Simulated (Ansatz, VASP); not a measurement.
# Cross-check of BP between VASP and Ansatz, part 2 of 2

Aim: how closely do two programs agree when they are given the same cell, functional and k mesh? The cell is taken from a series of VASP runs on this material, whose earlier steps may have relaxed, scaled or displaced it; both programs get it as it stands.

VASP 6.6.1 and Ansatz 0.2.0.

So far. Step 3 (VASP: band structure, PBE): The run ends at a pressure of 0.87 GPa. Step 5 (VASP: band structure, LDA): The run ends at a pressure of -0.12 GPa.

## (6) Ansatz: band structure, LDA

Level of this step: Ansatz beside VASP: Kohn-Sham DFT, plane waves, LDA (Ansatz).

The same cell, functional (in two slightly different forms), mesh and smearing now go to Ansatz, which takes its cutoff from its data sets.

The cell is taken from a series of VASP runs on this material, whose earlier steps may have relaxed, scaled or displaced it; both programs get it as it stands.

input.yaml

```yaml
crystal:
  lattice:
    - [0.0, 2.2450185634, 2.2450185634]
    - [2.2450185634, 0.0, 2.2450185634]
    - [2.2450185634, 2.2450185634, 0.0]
  atoms:
    - { symbol: P, position: [0.75, 0.75, 0.75] }
    - { symbol: B, position: [0.0, 0.0, 0.0] }
hamiltonian:
  xc: lda
  pseudopotentials: { kind: paw }
kpoints:
  mp_grid: { grid: [8, 8, 8] }
  band_path:
    path:
      - [0.0, 0.0, 0.0]
      - [0.16667, 0.0, 0.16667]
      - [0.33333, 0.0, 0.33333]
      - [0.38889, 0.0, 0.38889]
      - [0.5, 0.0, 0.5]
      - [0.5, 0.08333, 0.58333]
      - [0.5, 0.19444, 0.69444]
      - [0.5, 0.25, 0.75]
      - [0.45833, 0.29167, 0.75]
      - [0.40278, 0.34722, 0.75]
      - [0.375, 0.375, 0.75]
      - [0.20833, 0.20833, 0.41667]
      - [0.08333, 0.08333, 0.16667]
      - [0.0, 0.0, 0.0]
      - [0.22222, 0.22222, 0.22222]
      - [0.38889, 0.38889, 0.38889]
      - [0.51389, 0.47222, 0.51389]
      - [0.55556, 0.38889, 0.55556]
      - [0.61111, 0.27778, 0.61111]
      - [0.61111, 0.25, 0.63889]
      - [0.56944, 0.25, 0.68056]
      - [0.51389, 0.25, 0.73611]
      - [0.5, 0.27778, 0.72222]
      - [0.5, 0.38889, 0.61111]
      - [0.5, 0.47222, 0.52778]
      - [0.48611, 0.48611, 0.52778]
      - [0.43056, 0.43056, 0.63889]
      - [0.38889, 0.38889, 0.72222]
      - [0.59722, 0.19444, 0.59722]
      - [0.55556, 0.11111, 0.55556]
      - [0.5, 0.0, 0.5]
    npoints: 1
scf:
  occupations: { method: gaussian, width: 0.03 }
  n_extra_bands: 7
output:
  forces: true
  stress: true
  eigenvalues: true
```

Launch:

```sh
$ ansatz run input.yaml --threads 2 --pin off --max-ram 4608MiB --backend cpu --events-out ev --progress --plain --runs-dir out
```

Numbers of over 12 decimals in the logs are rounded to 6 here.

The program printed:

```text
[...]
Crystal: 2 atoms, lattice volume = 22.630 Å³
Basis set: ecut = 420 eV, 459 PW (Γ)
Bands: 11, of which v1, the nominal top of the filled ones, is band 4 counted from 1 (3 counted from 0)
Symmetry: 24 space group operations
[...]
k-points: 29 of 512 (time reversal used)
[...]
--- Band table (eV; the first three rows and the last of 29) ---
  k-point 0: bands = [-6.1856, 9.4937, 9.4937, 9.4937, 12.9207, 12.9207, 12.9207, 17.3343, ... 3 higher]
  k-point 1: bands = [-5.8977, 7.6205, 9.0568, 9.0568, 13.4839, 13.5229, 13.5229, 18.0477, ... 3 higher]
  k-point 2: bands = [-5.0515, 4.5764, 8.3564, 8.3564, 13.6178, 14.2865, 14.2865, 19.2648, ... 3 higher]
  k-point 28: bands = [-0.8850, 1.4278, 3.6227, 3.8204, 14.7218, 16.2207, 16.8418, 17.1183, ... 3 higher]
[key lines of the parts left out:]
SCF converged after 6 iterations
Free energy (F): -876.635658 eV
Fermi energy:    10.085287 eV
P = ⅓ Tr σ = 0.0686 GPa (0.686 kbar)
```

Wall time 1.5 s (2 threads of Arm Neoverse N1, shared host); peak memory 0.25 GiB; 2.6 s of CPU time.

## (7) Side by side

What differs besides the data sets and the points named for the pairs above, as far as they apply: the two LDA forms differ slightly; VASP's log shows a relativistic correction to its local exchange, Ansatz's none. Total energies have different zeros and are not compared.

Both answers:

```csv
quantity,Ansatz,VASP,difference
pressure (GPa),0.07,-0.12,+0.18
pressure without Ansatz's Pulay correction (GPa),-0.11,-0.12,+0.01
gap over the path points (eV),1.161,1.162,0.000
```

Levels at points of the path, from each program's valence-band top (eV; 3 filled, then empty):

```csv
k (reciprocal lattice),Ansatz,VASP
0.000 0.000 0.000,0.00 0.00 0.00 3.43 3.43 3.43,0.00 0.00 0.00 3.43 3.43 3.43
0.167 0.000 0.167,-1.89 -1.78 -1.78 2.41 5.93 5.93,-1.89 -1.78 -1.78 2.41 5.95 5.95
0.333 0.000 0.333,-5.58 -3.58 -3.58 1.30 3.20 9.71,-5.58 -3.58 -3.58 1.30 3.20 9.76
0.389 0.000 0.389,-6.87 -3.93 -3.93 1.16 2.38 10.89,-6.87 -3.94 -3.94 1.16 2.38 10.94
0.500 0.000 0.500,-8.65 -4.22 -4.22 1.24 1.52 12.23,-8.65 -4.22 -4.22 1.24 1.53 12.30
0.500 0.083 0.583,-8.54 -4.67 -4.65 2.01 2.38 11.32,-8.54 -4.67 -4.65 2.02 2.38 11.38
0.500 0.194 0.694,-8.16 -5.68 -5.53 4.42 5.22 8.51,-8.16 -5.68 -5.53 4.43 5.24 8.54
0.500 0.250 0.750,-8.07 -5.87 -5.67 5.23 6.73 7.35,-8.06 -5.88 -5.68 5.25 6.74 7.37
0.458 0.292 0.750,-8.10 -6.15 -5.04 4.27 6.17 8.17,-8.10 -6.15 -5.05 4.28 6.19 8.20
0.403 0.347 0.750,-8.19 -6.41 -3.83 2.38 6.00 9.46,-8.19 -6.42 -3.83 2.38 6.02 9.50
```

Among the levels compared at these points, filled levels agree within 5 meV and empty ones within 67 meV. Ansatz's pressure holds a Pulay correction of 0.18 GPa; VASP's holds none.

## (8) VASP: dielectric response, LDA

The response to a field tests empty states and converges slowly with the mesh. The cell compared in this pair holds 23.36 Å³, against 22.63 Å³ for the pair before.

INCAR

```
SYSTEM = BP
PREC = Accurate
ENCUT = 370
EDIFF = 1E-08
NELM = 100
ISMEAR = 0
SIGMA = 0.01
LREAL = .FALSE.
ALGO = Normal
GGA = CA
NBANDS = 10
LORBIT = 11
LWAVE = .FALSE.
LCHARG = .FALSE.
KPAR = 4
LEPSILON = .TRUE.
LPEAD = .TRUE.
```

POSCAR

```
BP
1.0
    0.0000000000      2.2690000000      2.2690000000
    2.2690000000      0.0000000000      2.2690000000
    2.2690000000      2.2690000000      0.0000000000
P B
1 1
Direct
    0.7500000000      0.7500000000      0.7500000000
    0.0000000000      0.0000000000      0.0000000000
```

KPOINTS

```
Automatic mesh
0
Gamma
16 16 16
0 0 0
```

Potentials, in the order of the species: P and B (LDA family, release 64).

Launch:

```sh
$ mpirun -np 4 vasp_std
```

The program printed:

```text
[... set-up lines as in an earlier step ...]
 entering main loop
       N       E                     dE             d eps       ncg     rms          rms(c)
DAV:   1     0.252626688927E+01    0.25263E+01   -0.33443E+03  2940   0.549E+02
DAV:   2    -0.148007755416E+02   -0.17327E+02   -0.16536E+02  4218   0.925E+01
DAV:   3    -0.152087084839E+02   -0.40793E+00   -0.40708E+00  3460   0.130E+01
DAV:   4    -0.152103495826E+02   -0.16411E-02   -0.16409E-02  3642   0.977E-01
[...]
DAV:  12    -0.143861070599E+02    0.39994E-06   -0.20391E-06  3328   0.626E-03    0.668E-03
DAV:  13    -0.143861070707E+02   -0.10832E-07   -0.77884E-08  3580   0.174E-03    0.588E-03
DAV:  14    -0.143861070668E+02    0.38948E-08   -0.12504E-08  1744   0.521E-04
   1 F= -.14386107E+02 E0= -.14386107E+02  d E =-.168183E-70
 Linear response reoptimize wavefunctions to high precision
DAV:   1    -0.143861070662E+02    0.63687E-09   -0.18520E-09  2782   0.258E-04
DAV:   2    -0.143861070662E+02    0.59117E-11   -0.36646E-11  1632   0.442E-05
 Linear response to external field (no local field effect), progress :
[...]
RMM:   9    -0.560301478840E+00   -0.45509E-06    0.67341E-09 24249   0.210E-04    0.413E-05
RMM:  10    -0.560301230499E+00    0.24834E-06    0.10221E-08 17612   0.401E-05    0.793E-06
 change of polarisation eV/A/(eV/A) component  2 :     0.160     1.060     0.185
 dielectric tensor                  component  2 :     1.242     9.206     1.436
 Linear response to external field, progress :
  Direction:   3
       N       E                     dE             d eps       ncg     rms          rms(c)
RMM:   1    -0.539315492227E+00   -0.53932E+00   -0.24315E+00  7184   0.298E+00
RMM:   2    -0.559041084575E+00   -0.19726E-01   -0.53346E-03  7452   0.428E-01    0.124E+00
RMM:   3    -0.542758358984E+00    0.16283E-01   -0.67926E-03 18715   0.470E-01    0.690E-01
RMM:   4    -0.555891319860E+00   -0.13133E-01   -0.64765E-03 21812   0.471E-01    0.112E-01
[...]
RMM:   8    -0.560301028712E+00   -0.78407E-05    0.15444E-09 24867   0.322E-04    0.175E-04
RMM:   9    -0.560301481702E+00   -0.45299E-06    0.39291E-09 24242   0.210E-04    0.413E-05
RMM:  10    -0.560301231848E+00    0.24985E-06   -0.13569E-08 17613   0.401E-05    0.794E-06
 change of polarisation eV/A/(eV/A) component  3 :     0.139     0.256     1.060
 dielectric tensor                  component  3 :     1.075     1.986     9.206
 Born effective charges drift removed
```

OUTCAR, selected parts (step 8):

```text
  Total       -0.7870908     -0.7870908     -0.7870908     -0.0000000     -0.0000000      0.0000000
  in kB      -53.9761547    -53.9761547    -53.9761547     -0.0000000     -0.0000000      0.0000000
  external PRESSURE =     -53.9761547 kB  Pullay stress =       0.0000000 kB

 POSITION                                       TOTAL-FORCE (eV/Angst)
 -----------------------------------------------------------------------------------
      3.40350      3.40350      3.40350        -0.000000     -0.000000     -0.000000
      0.00000      0.00000      0.00000         0.000000      0.000000      0.000000
 -----------------------------------------------------------------------------------
    total drift:                               -0.000000     -0.000000     -0.000000

 MACROSCOPIC STATIC DIELECTRIC TENSOR (including local field effects in DFT)
 ------------------------------------------------------
           9.206271     0.000000     0.000000
           0.000000     9.206271     0.000000
           0.000000     0.000000     9.206271
 ------------------------------------------------------

[... 1 part as in an earlier step ...]

[... 1 further part left out ...]
```

Energies printed during the response cycles are not total energies of the cell.

## (9) Ansatz: dielectric response, LDA

The same cell, functional (in two slightly different forms) and mesh now go to Ansatz, which takes its cutoff from its data sets.

The cell is taken from a series of VASP runs on this material, whose earlier steps may have relaxed, scaled or displaced it; both programs get it as it stands.

input.yaml

```yaml
crystal:
  lattice:
    - [0.0, 2.269, 2.269]
    - [2.269, 0.0, 2.269]
    - [2.269, 2.269, 0.0]
  atoms:
    - { symbol: P, position: [0.75, 0.75, 0.75] }
    - { symbol: B, position: [0.0, 0.0, 0.0] }
hamiltonian:
  xc: lda
  pseudopotentials: { kind: paw }
kpoints:
  mp_grid: { grid: [16, 16, 16] }
scf:
  occupations: { method: fixed }
dielectric:
  method: response
```

Launch:

```sh
$ ansatz run input.yaml --threads 2 --pin off --max-ram 4608MiB --backend cpu --events-out ev --progress --plain --runs-dir out
```

The program printed:

```text
[...]
Crystal: 2 atoms, lattice volume = 23.363 Å³
Basis set: ecut = 420 eV, 459 PW (Γ), exchange–correlation on 48×48×48 points (8 copies of the dense FFT grid, shifted against one another)
Bands: 8, of which v1, the nominal top of the filled ones, is band 4 counted from 1 (3 counted from 0)
Symmetry: 24 space group operations
k-points: 621 of 4096 (irreducible under 4 space group operations, time reversal used)
[...]
Born effective charges Z* (e; rows j = field, columns β = displacement):
    site 0:
         0.53771   -0.00000    0.00000
         0.00000    0.53771   -0.00000
        -0.00000    0.00000    0.53771
    site 1:
        -0.53771    0.00000   -0.00000
        -0.00000   -0.53771    0.00000
         0.00000   -0.00000   -0.53771
  Z* charge neutrality: 1.368e-5 e pre-enforcement
  k-mesh period / interband length: 51.3 Å / 2.49 Å = 20.60 at k = (0.0000, 0.0000, 0.0000), direct gap 3.376 eV — 14 or more, which is no proof of convergence
[key lines of the parts left out:]
SCF converged after 7 iterations
Free energy (F): -876.625834 eV
Fermi energy:    9.055214 eV
```

The job ended after 32 s (2 threads; peak memory 0.55 GiB).

## (10) Differences

Compared:

```csv
quantity,Ansatz,VASP,difference
ε∞ xx,9.20,9.21,-0.12 %
ε∞ yy,9.20,9.21,-0.12 %
ε∞ zz,9.20,9.21,-0.12 %
Born charge of P1 (mean of the diagonal) (e),0.54,0.52,+0.02
Born charge of B2 (mean of the diagonal) (e),-0.54,-0.52,-0.02
```

## (11) Summary of results

| Quantity | Value |
| --- | --- |
| difference in gap over the path points (band structure, PBE) | 0.0047 eV |
| difference in gap over the path points (band structure, LDA) | -4.0e-4 eV |
| difference in ε∞ xx (dielectric response, LDA) | -0.12 % |

The difference in gap over the path points is 0.0047 eV (band structure, PBE), within the 0.08 eV picked in this series as the mark of a large difference. 2 further runs of this series are not shown here. How closely two codes agree says nothing of how well the functional describes the real material.

[Lines on the potential files, build, host, timing and source positions are cut from VASP's logs without a mark.]

[Logs are printed without paths, hosts, clocks, repeated set-up lines and the standing remarks that a program may print on its own settings, such as how far it seeks lower states.]

[Hosts, paths, dates, database ids (printed as entryN), source tags and the programs' standing remarks are cut or masked in the printed files.]
